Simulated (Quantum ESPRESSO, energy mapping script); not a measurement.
# MnS (Browneite): exchange couplings from total energies (isotropic strain to volume × 1.06)

How strongly do the moments of MnS (Browneite) couple under PBE+U (4 eV), QE, GBRV? The plan is to run several orders and fit a Heisenberg model.

Method: PBE with U = 4 eV on Mn d, ortho-atomic projectors; plane waves, U on orthogonalised atomic orbitals unless named otherwise, collinear spin, no spin–orbit coupling, in Quantum ESPRESSO 7.5.

**1. The structure**

The structure is cubic, space group F-43m (No. 216). Conventional cell: a = 5.710 Å, b = 5.710 Å, c = 5.710 Å, α = 90.00°, β = 90.00°, γ = 90.00°. Nearest to Mn lie 4 S at 2.47 Å. Nearest to S lie 4 Mn at 2.47 Å. Farther neighbours and most contacts between anions are not listed.

Coordinates:

```cif
data_structure
_symmetry_space_group_name_H-M 'F-43m'
_symmetry_Int_Tables_number 216
_cell_length_a 5.7098
_cell_length_b 5.7098
_cell_length_c 5.7098
_cell_angle_alpha 90.000
_cell_angle_beta 90.000
_cell_angle_gamma 90.000
_cell_volume 186.15
loop_
_atom_site_label
_atom_site_type_symbol
_atom_site_symmetry_multiplicity
_atom_site_Wyckoff_symbol
_atom_site_fract_x
_atom_site_fract_y
_atom_site_fract_z
_atom_site_occupancy
Mn1 Mn 4 a 0.00000 0.00000 0.00000 1
S1 S 4 d 0.25000 0.25000 0.75000 1
```

This cell differs from the given one by: isotropic strain to volume × 1.06. Atoms follow the cell and are not relaxed.

The U corrects the self-interaction that lets semilocal functionals spread d and f electrons too far. Its value here is typed, not computed. These runs use Quantum ESPRESSO.

**2. Run 1 (parallel; cell A, 4 atoms)**

Each cell gets its own parallel run on the same mesh, so that most of the mesh error cancels in the differences.

The potential files are GBRV's for PBE; pw.x takes the functional from them.

pw.in reads:

```
&control
  calculation = 'scf'
  prefix = 'pw'
  outdir = './tmp/'
  pseudo_dir = './pseudo/'
  verbosity = 'low'
/
&system
  ibrav = 0
  nat = 4
  ntyp = 2
  ecutwfc = 45
  ecutrho = 360
  nbnd = 38
  occupations = 'smearing'
  smearing = 'fd'
  degauss = 0.00367493
  nspin = 2
  starting_magnetization(1) = 0.3000
/
&electrons
  conv_thr = 1.0e-08
  electron_maxstep = 120
  mixing_beta = 0.3
  mixing_mode = 'plain'
/
ATOMIC_SPECIES
  Mn 54.9380 Mn.upf
  S 32.0600 S.upf
CELL_PARAMETERS angstrom
  0.00000000 -2.85491590 -2.85491590
  0.00000000 2.85491590 -2.85491590
  5.70983181 0.00000000 0.00000000
ATOMIC_POSITIONS crystal
  Mn 0.50000000 0.50000000 0.50000000
  Mn 0.00000000 0.00000000 0.00000000
  S 0.00000000 0.50000000 0.75000000
  S 0.50000000 0.00000000 0.25000000
K_POINTS automatic
  5 5 4 0 0 0
HUBBARD {ortho-atomic}
U Mn-3d 4
```

Launch:

```sh
> OMP_NUM_THREADS=1 mpirun -n 8 pw.x -nk 8 -in pw.in > pw.out
```

Log:

```text
Program PWSCF v.7.5 starts
[...]
unit-cell volume          =     628.1112 (a.u.)^3
     number of atoms/cell      =            4
[...]
number of electrons       =        42.00
     number of Kohn-Sham states=           38
     kinetic-energy cutoff     =      45.0000  Ry
     charge density cutoff     =     360.0000  Ry
     scf convergence threshold =      1.0E-08
[...]
Exchange-correlation=  SLA  PW   PBX  PBC
[...]
Hubbard projectors: ortho-atomic
     Hubbard parameters of DFT+U (Dudarev formulation) in eV:
[...]
atomic species   magnetization
[...]
8 Sym. Ops. (no inversion) found
[...]
number of k points=    18  Fermi-Dirac smearing, width (Ry)=  0.0037
[...]
Number of occupied Hubbard levels =   10.0000
     Atomic wfc used for Hubbard projectors are orthogonalized
[...]
iteration #  1     ecut=    45.00 Ry     beta= 0.30
[...]
Number of occupied Hubbard levels =    9.9438
     total energy              =    -470.46592368 Ry
     estimated scf accuracy    <       1.03353348 Ry
     total magnetization       =    10.00 Bohr mag/cell
     absolute magnetization    =    10.00 Bohr mag/cell
     iteration #  2     ecut=    45.00 Ry     beta= 0.30
[...]
total energy              =    -470.64533707 Ry
     estimated scf accuracy    <       0.04934380 Ry
     total magnetization       =    10.00 Bohr mag/cell
     absolute magnetization    =    10.00 Bohr mag/cell
     iteration #  3     ecut=    45.00 Ry     beta= 0.30
[...]
total energy              =    -470.66163866 Ry
     estimated scf accuracy    <       0.02005447 Ry
     total magnetization       =    10.00 Bohr mag/cell
     absolute magnetization    =    10.00 Bohr mag/cell
     iteration #  4     ecut=    45.00 Ry     beta= 0.30
[...]
total energy              =    -470.66308819 Ry
     estimated scf accuracy    <       0.00261774 Ry
     total magnetization       =    10.00 Bohr mag/cell
     absolute magnetization    =    10.00 Bohr mag/cell
     iteration #  5     ecut=    45.00 Ry     beta= 0.30
[...]
total energy              =    -470.66323662 Ry
     estimated scf accuracy    <       0.00037456 Ry
     total magnetization       =    10.00 Bohr mag/cell
     absolute magnetization    =    10.00 Bohr mag/cell
     iteration #  6     ecut=    45.00 Ry     beta= 0.30
[...]
total energy              =    -470.66335798 Ry
     estimated scf accuracy    <       0.00007409 Ry
     total magnetization       =    10.00 Bohr mag/cell
     absolute magnetization    =    10.00 Bohr mag/cell
     iteration #  7     ecut=    45.00 Ry     beta= 0.30
[...]
total energy              =    -470.66338415 Ry
     estimated scf accuracy    <       0.00000636 Ry
     total magnetization       =    10.00 Bohr mag/cell
     absolute magnetization    =    10.00 Bohr mag/cell
     iteration #  8     ecut=    45.00 Ry     beta= 0.30
[...]
total energy              =    -470.66338646 Ry
     estimated scf accuracy    <       0.00000019 Ry
     total magnetization       =    10.00 Bohr mag/cell
     absolute magnetization    =    10.00 Bohr mag/cell
     iteration #  9     ecut=    45.00 Ry     beta= 0.30
[...]
total energy              =    -470.66338681 Ry
     estimated scf accuracy    <       0.00000005 Ry
     total magnetization       =    10.00 Bohr mag/cell
     absolute magnetization    =    10.00 Bohr mag/cell
     iteration # 10     ecut=    45.00 Ry     beta= 0.30
[...]
total energy              =    -470.66338691 Ry
     estimated scf accuracy    <       0.00000003 Ry
     total magnetization       =    10.00 Bohr mag/cell
     absolute magnetization    =    10.00 Bohr mag/cell
     iteration # 11     ecut=    45.00 Ry     beta= 0.30
[...]
Magnetic moment per site  (integrated on atomic sphere of radius R)
     atom   1 (R=0.253)  charge= 12.9507  magn=  4.4181
     atom   2 (R=0.253)  charge= 12.9507  magn=  4.4181
     atom   3 (R=0.253)  charge=  4.3502  magn=  0.0365
     atom   4 (R=0.253)  charge=  4.3502  magn=  0.0365
     End of self-consistent calculation
     =================== HUBBARD OCCUPATIONS ===================
     ------------------------ ATOM    1 ------------------------
     Tr[ns(  1)] (up, down, total) =   4.96416  0.23918  5.20334
     Atomic magnetic moment for atom   1 =   4.72498
     SPIN  1
     eigenvalues:
       0.990  0.990  0.990  0.997  0.997
     eigenvectors (columns):
       0.000 -0.000  0.000  0.500 -0.866
       0.000 -0.291  0.957 -0.000  0.000
       1.000  0.000 -0.000 -0.000 -0.000
      -0.000  0.000 -0.000 -0.866 -0.500
      -0.000  0.957  0.291  0.000  0.000
     occupation matrix ns (before diag.):
       0.997 -0.000 -0.000  0.000  0.000
      -0.000  0.990 -0.000  0.000  0.000
      -0.000 -0.000  0.990  0.000  0.000
       0.000  0.000  0.000  0.997 -0.000
[...]
SPIN  2
     eigenvalues:
[...]
eigenvectors (columns):
[...]
occupation matrix ns (before diag.):
[...]
------------------------ ATOM    2 ------------------------
     Tr[ns(  2)] (up, down, total) =   4.96416  0.23918  5.20334
     Atomic magnetic moment for atom   2 =   4.72498
     SPIN  1
     eigenvalues:
[...]
eigenvectors (columns):
[...]
occupation matrix ns (before diag.):
[...]
SPIN  2
     eigenvalues:
[...]
eigenvectors (columns):
[...]
occupation matrix ns (before diag.):
       0.020 -0.000 -0.000  0.000  0.000
      -0.000  0.066 -0.000  0.000  0.000
      -0.000 -0.000  0.066  0.000  0.000
       0.000  0.000  0.000  0.020 -0.000
       0.000  0.000  0.000 -0.000  0.066
     Number of occupied Hubbard levels =   10.4067
 ------ SPIN UP ------------
          k = 0.0000 0.0000 0.0000 (  3227 PWs)   bands (ev):
   -75.7262 -75.7261 -44.4513 -44.4498 -44.4498 -44.4491 -44.4491 -44.4491
    -6.6499  -5.9457   0.3322   0.4519   0.4519   0.4522   1.1053   1.1053
     1.3068   1.3069   1.4735   1.5700   2.7044   4.0580   4.0580   6.3459
     6.3459   6.3462   7.5607   9.3492  10.9024  12.4922  12.4922  12.4929
    15.5390  17.0256  17.0256  17.1841  17.1844  18.1508
          k = 0.1768 0.0000 0.0000 (  3195 PWs)   bands (ev):
   -75.7262 -75.7261 -44.4510 -44.4497 -44.4497 -44.4493 -44.4491 -44.4491
    -6.5510  -6.0523   0.3449   0.4153   0.5210   0.5210   0.9703   0.9703
     1.2674   1.3147   1.3310   1.4488   3.3239   4.3846   4.3846   5.4859
     5.9698   5.9698   8.6160   9.5569  11.0042  11.9320  12.9737  12.9737
    14.7366  15.5681  15.7829  15.7829  17.2903  17.9597
          k =-0.3536 0.0000-0.0000 (  3224 PWs)   bands (ev):
   -75.7261 -75.7261 -44.4502 -44.4502 -44.4495 -44.4495 -44.4494 -44.4494
    -6.3057  -6.3057   0.3619   0.3619   0.7156   0.7156   0.7156   0.7156
[...]
14.1797  14.1797  14.2290  14.2290  17.5853  17.5853
          k = 0.0000 0.1414-0.1414 (  3196 PWs)   bands (ev):
[...]
14.8215  15.4479  15.9974  15.9987  16.6751  18.2132
          k = 0.1768 0.1414-0.1414 (  3203 PWs)   bands (ev):
[...]
13.6822  14.7239  16.1279  16.4739  16.5057  17.6041
          k =-0.3536 0.1414-0.1414 (  3194 PWs)   bands (ev):
[...]
13.6925  13.6925  15.7936  15.7936  17.6880  18.6474
          k = 0.0000 0.2828-0.2828 (  3184 PWs)   bands (ev):
[...]
13.5250  14.0744  15.6068  16.6820  16.7619  17.9622
          k = 0.1768 0.2828-0.2828 (  3198 PWs)   bands (ev):
[...]
13.5411  13.8503  16.5494  17.1632  17.3707  17.6745
          k =-0.3536 0.2828-0.2828 (  3210 PWs)   bands (ev):
[...]
13.4519  13.4520  17.2310  17.2310  17.8736  17.8738
          k = 0.0000 0.0000-0.2828 (  3219 PWs)   bands (ev):
[...]
13.6551  14.1315  14.5736  17.3580  17.4489  19.1649
          k = 0.1768 0.0000-0.2828 (  3203 PWs)   bands (ev):
[...]
k =-0.3536 0.0000-0.2828 (  3180 PWs)   bands (ev):
[...]
k = 0.0000 0.1414-0.4243 (  3209 PWs)   bands (ev):
[...]
k = 0.1768 0.1414-0.4243 (  3202 PWs)   bands (ev):
[...]
k =-0.3536 0.1414-0.4243 (  3198 PWs)   bands (ev):
[...]
k = 0.0000 0.0000-0.5657 (  3214 PWs)   bands (ev):
[...]
k = 0.1768 0.0000-0.5657 (  3225 PWs)   bands (ev):
[...]
k =-0.3536 0.0000-0.5657 (  3186 PWs)   bands (ev):
[...]
------ SPIN DOWN ----------
          k = 0.0000 0.0000 0.0000 (  3227 PWs)   bands (ev):
[...]
k = 0.1768 0.0000 0.0000 (  3195 PWs)   bands (ev):
[...]
k =-0.3536 0.0000-0.0000 (  3224 PWs)   bands (ev):
[...]
k =-0.3536 0.1414-0.1414 (  3194 PWs)   bands (ev):
[...]
k =-0.3536 0.2828-0.2828 (  3210 PWs)   bands (ev):
[...]
k = 0.1768 0.0000-0.2828 (  3203 PWs)   bands (ev):
[...]
k =-0.3536 0.0000-0.2828 (  3180 PWs)   bands (ev):
[...]
k = 0.0000 0.1414-0.4243 (  3209 PWs)   bands (ev):
[...]
k = 0.1768 0.1414-0.4243 (  3202 PWs)   bands (ev):
[...]
15.0252  15.3974  17.0943  17.3804  18.7710  18.7917
          k =-0.3536 0.1414-0.4243 (  3198 PWs)   bands (ev):
[...]
14.8640  14.8640  17.7641  17.7641  18.6426  18.6427
          k = 0.0000 0.0000-0.5657 (  3214 PWs)   bands (ev):
[...]
16.3961  17.1046  17.1046  18.2629  18.3362  19.3467
          k = 0.1768 0.0000-0.5657 (  3225 PWs)   bands (ev):
[...]
10.0798  10.1257  12.0397  12.1608  13.0624  13.2708  14.6143  15.4168
    15.9948  16.3802  17.0792  17.3025  18.7932  19.3777
          k =-0.3536 0.0000-0.5657 (  3186 PWs)   bands (ev):
   -70.5699 -70.5699 -39.4072 -39.4072 -39.4065 -39.4064 -39.4056 -39.4056
    -5.6857  -5.6857   2.6016   2.6016   2.9494   2.9494   3.7747   3.7747
     8.3534   8.3534   9.0826   9.0826   9.6041   9.6041   9.9371   9.9371
    10.2935  10.2935  12.9230  12.9230  13.1715  13.1715  14.0192  14.0192
    15.5218  15.5218  17.5707  17.5707  18.6263  18.6263
     the Fermi energy is     6.9832 ev
!    total energy              =    -470.66338699 Ry
     estimated scf accuracy    <          4.1E-09 Ry
     smearing contrib. (-TS)   =      -0.00000001 Ry
     internal energy E=F+TS    =    -470.66338698 Ry
     The total energy is F=E-TS. E is the sum of the following terms:
     one-electron contribution =    -323.37615364 Ry
     hartree contribution      =     171.55170017 Ry
     xc contribution           =     -70.35297941 Ry
     ewald contribution        =    -248.56259469 Ry
     Hubbard energy            =       0.07664060 Ry
     total magnetization       =    10.00 Bohr mag/cell
     absolute magnetization    =    10.00 Bohr mag/cell
     convergence has been achieved in  11 iterations
=------------------------------------------------------------------------------=
   JOB DONE.
=------------------------------------------------------------------------------=
```

The job ended after 14 s (8 MPI ranks of Arm Neoverse V2, shared host; peak memory 1.1 GiB; 1.8 min of CPU time).

Spin moment in the sphere by atom:

| atom | spin moment in the sphere (μB) |
| --- | --- |
| Mn1 | 4.42 |
| Mn2 | 4.42 |
| S3 | 0.04 |
| S4 | 0.04 |

The run ends ferromagnetic.

**3. Order 2: compensated +−, cell A of 4 atoms**

This order reverses 8 of the 12 neighbours at 4.04 Å, 0 of the 6 neighbours at 5.71 Å and 16 of the 24 neighbours at 6.99 Å, counted for an average magnetic atom.

Changes to pw.in since step 2:

```diff
@@ -10,6 +10,6 @@
   nat = 4
-  ntyp = 2
+  ntyp = 3
   ecutwfc = 45
   ecutrho = 360
-  nbnd = 38
+  nbnd = 33
   occupations = 'smearing'
@@ -19,2 +19,3 @@
   starting_magnetization(1) = 0.3000
+  starting_magnetization(2) = -0.3000
 /
@@ -27,3 +28,4 @@
 ATOMIC_SPECIES
-  Mn 54.9380 Mn.upf
+  Mn1 54.9380 Mn.upf
+  Mn2 54.9380 Mn.upf
   S 32.0600 S.upf
@@ -34,4 +36,4 @@
 ATOMIC_POSITIONS crystal
-  Mn 0.50000000 0.50000000 0.50000000
-  Mn 0.00000000 0.00000000 0.00000000
+  Mn1 0.50000000 0.50000000 0.50000000
+  Mn2 0.00000000 0.00000000 0.00000000
   S 0.00000000 0.50000000 0.75000000
@@ -41,2 +43,3 @@
 HUBBARD {ortho-atomic}
-U Mn-3d 4
+U Mn1-3d 4
+U Mn2-3d 4
```

Log:

```text
[banner, memory and clock lines left out]
Program PWSCF v.7.5 starts
[...]
unit-cell volume          =     628.1112 (a.u.)^3
     number of atoms/cell      =            4
[...]
number of electrons       =        42.00
     number of Kohn-Sham states=           33
     kinetic-energy cutoff     =      45.0000  Ry
     charge density cutoff     =     360.0000  Ry
     scf convergence threshold =      1.0E-08
[...]
Exchange-correlation=  SLA  PW   PBX  PBC
[...]
Hubbard projectors: ortho-atomic
     Hubbard parameters of DFT+U (Dudarev formulation) in eV:
[...]
atomic species   magnetization
[...]
8 Sym. Ops. (no inversion) found
[...]
number of k points=    18  Fermi-Dirac smearing, width (Ry)=  0.0037
[...]
Number of occupied Hubbard levels =   10.0000
     Atomic wfc used for Hubbard projectors are orthogonalized
[...]
iteration #  1     ecut=    45.00 Ry     beta= 0.30
[...]
Number of occupied Hubbard levels =    9.9487
     total energy              =    -470.46212363 Ry
     estimated scf accuracy    <       1.06765355 Ry
     total magnetization       =     0.00 Bohr mag/cell
     absolute magnetization    =     9.59 Bohr mag/cell
     iteration #  2     ecut=    45.00 Ry     beta= 0.30
[...]
total energy              =    -470.65338758 Ry
     estimated scf accuracy    <       0.04895437 Ry
     total magnetization       =     0.00 Bohr mag/cell
     absolute magnetization    =     9.69 Bohr mag/cell
     iteration #  3     ecut=    45.00 Ry     beta= 0.30
[...]
total energy              =    -470.67150265 Ry
     estimated scf accuracy    <       0.02202264 Ry
     total magnetization       =    -0.00 Bohr mag/cell
     absolute magnetization    =     9.68 Bohr mag/cell
[...]
total energy              =    -470.67445530 Ry
[...]
iteration # 12     ecut=    45.00 Ry     beta= 0.30
[...]
total energy              =    -470.67445533 Ry
     estimated scf accuracy    <       0.00000001 Ry
     total magnetization       =     0.00 Bohr mag/cell
     absolute magnetization    =     9.75 Bohr mag/cell
     iteration # 13     ecut=    45.00 Ry     beta= 0.30
[...]
Magnetic moment per site  (integrated on atomic sphere of radius R)
     atom   1 (R=0.253)  charge= 12.9555  magn=  4.3603
     atom   2 (R=0.253)  charge= 12.9555  magn= -4.3603
     atom   3 (R=0.253)  charge=  4.3442  magn=  0.0000
[...]
eigenvectors (columns):
[...]
occupation matrix ns (before diag.):
[...]
------------------------ ATOM    2 ------------------------
     Tr[ns(  2)] (up, down, total) =   0.27574  4.95674  5.23248
     Atomic magnetic moment for atom   2 =  -4.68100
     SPIN  1
     eigenvalues:
[...]
eigenvectors (columns):
[...]
occupation matrix ns (before diag.):
[...]
SPIN  2
     eigenvalues:
[...]
eigenvectors (columns):
[...]
occupation matrix ns (before diag.):
[...]
-0.000  0.000  0.000  0.996 -0.000
       0.000  0.000  0.000 -0.000  0.988
     Number of occupied Hubbard levels =   10.4650
 ------ SPIN UP ------------
          k = 0.0000 0.0000 0.0000 (  3227 PWs)   bands (ev):
   -75.6730 -70.5699 -44.4020 -44.3945 -44.3945 -39.4069 -39.4069 -39.4039
    -6.5807  -5.8266   0.7373   0.7999   0.7999   0.9877   1.4419   2.5275
     3.6667   3.6667   5.0679   5.3575   5.3575   7.9745   8.8656   9.1483
[...]
15.8102
          k = 0.1768 0.0000 0.0000 (  3195 PWs)   bands (ev):
[...]
15.1135
          k =-0.3536 0.0000-0.0000 (  3224 PWs)   bands (ev):
[...]
14.9723
          k = 0.0000 0.1414-0.1414 (  3196 PWs)   bands (ev):
[...]
k = 0.1768 0.1414-0.1414 (  3203 PWs)   bands (ev):
[...]
k =-0.3536 0.1414-0.1414 (  3194 PWs)   bands (ev):
[...]
k = 0.0000 0.2828-0.2828 (  3184 PWs)   bands (ev):
[...]
k =-0.3536 0.2828-0.2828 (  3210 PWs)   bands (ev):
[...]
------ SPIN DOWN ----------
          k = 0.0000 0.0000 0.0000 (  3227 PWs)   bands (ev):
[...]
k = 0.1768 0.0000 0.0000 (  3195 PWs)   bands (ev):
[...]
k =-0.3536 0.1414-0.4243 (  3198 PWs)   bands (ev):
[...]
k = 0.0000 0.0000-0.5657 (  3214 PWs)   bands (ev):
[...]
k = 0.1768 0.0000-0.5657 (  3225 PWs)   bands (ev):
[...]
15.5671
          k =-0.3536 0.0000-0.5657 (  3186 PWs)   bands (ev):
[...]
2.5144   3.2018   3.4798   4.0364   4.1656   8.8612   8.9379   9.5021
     9.6187   9.8595  11.9716  12.0719  12.2233  13.0571  13.3080  13.8440
    15.0486
     the Fermi energy is     6.9174 ev
!    total energy              =    -470.67445535 Ry
     estimated scf accuracy    <          1.1E-10 Ry
     smearing contrib. (-TS)   =      -0.00000000 Ry
     internal energy E=F+TS    =    -470.67445535 Ry
     The total energy is F=E-TS. E is the sum of the following terms:
     one-electron contribution =    -323.45761690 Ry
     hartree contribution      =     171.58491185 Ry
     xc contribution           =     -70.32740989 Ry
     ewald contribution        =    -248.56259469 Ry
     Hubbard energy            =       0.08825429 Ry
     total magnetization       =     0.00 Bohr mag/cell
     absolute magnetization    =     9.75 Bohr mag/cell
     convergence has been achieved in  13 iterations
```

Run time: 15 s. Hardware: 8 MPI ranks; peak memory 1.1 GiB.

Spin moment in the sphere by atom:

| atom | spin moment in the sphere (μB) |
| --- | --- |
| Mn1 | 4.36 |
| Mn2 | -4.36 |
| S3 | 0.00 |
| S4 | 0.00 |

The run ends antiferromagnetic, 75.30 meV a magnetic atom below the parallel order of its cell.

**4. Parallel start in cell B (4 atoms)**

A new cell needs its own zero of energy.

This run holds the same structure in another cell (c 5.710 → 6.993 Å, α 90.0 → 73.2°, β 90.0 → 73.2°, γ 90.0 → 60.0°).

pw.in reads:

```
&control
  calculation = 'scf'
  prefix = 'pw'
  outdir = './tmp/'
  pseudo_dir = './pseudo/'
  verbosity = 'low'
/
&system
  ibrav = 0
  nat = 4
  ntyp = 2
  ecutwfc = 45
  ecutrho = 360
  nbnd = 38
  occupations = 'smearing'
  smearing = 'fd'
  degauss = 0.00367493
  nspin = 2
  starting_magnetization(1) = 0.3000
/
&electrons
  conv_thr = 1.0e-08
  electron_maxstep = 120
  mixing_beta = 0.3
  mixing_mode = 'plain'
/
ATOMIC_SPECIES
  Mn 54.9380 Mn.upf
  S 32.0600 S.upf
CELL_PARAMETERS angstrom
  0.00000000 -2.85491590 -2.85491590
  -2.85491590 0.00000000 -2.85491590
  2.85491590 2.85491590 -5.70983181
ATOMIC_POSITIONS crystal
  Mn 0.50000000 0.50000000 0.50000000
  Mn 0.00000000 0.00000000 0.00000000
  S 0.12500000 0.12500000 0.62500000
  S 0.62500000 0.62500000 0.12500000
K_POINTS automatic
  6 6 6 0 0 0
HUBBARD {ortho-atomic}
U Mn-3d 4
```

Log:

```text
[banner, memory and clock lines left out]
Program PWSCF v.7.5 starts
[...]
unit-cell volume          =     628.1112 (a.u.)^3
     number of atoms/cell      =            4
[...]
number of electrons       =        42.00
     number of Kohn-Sham states=           38
     kinetic-energy cutoff     =      45.0000  Ry
     charge density cutoff     =     360.0000  Ry
[...]
The total energy is F=E-TS. E is the sum of the following terms:
     one-electron contribution =    -323.37458434 Ry
     hartree contribution      =     171.54957413 Ry
     xc contribution           =     -70.35254926 Ry
     ewald contribution        =    -248.56259477 Ry
     Hubbard energy            =       0.07663803 Ry
     total magnetization       =    10.00 Bohr mag/cell
     absolute magnetization    =    10.00 Bohr mag/cell
     convergence has been achieved in  11 iterations
[key lines of the parts left out:]
!    total energy              =    -470.66351621 Ry
the Fermi energy is     6.9890 ev
```

Wall time 22 s (8 MPI ranks); peak memory 1.2 GiB; 2.9 min of CPU time.

The run ends ferromagnetic. For each magnetic atom its energy differs from the parallel run of the first cell by -0.88 meV, an error that one common reference would have brought in.

(Continued in part 2 of 2.)

[Logs and program files are shortened in this print: banners, set-up blocks, solver, clock and traceback lines can be left out without a mark of their own.]

[Logs are printed without paths, hosts, clocks, repeated set-up lines and the standing remarks that a program may print on its own settings, such as how far it seeks lower states.]

[Hosts, paths, dates, database ids (printed as entryN), source tags and the programs' standing remarks are cut or masked in the printed files.]

[Where a cell is said to come from a database of computed structures, the database is the Materials Project.]
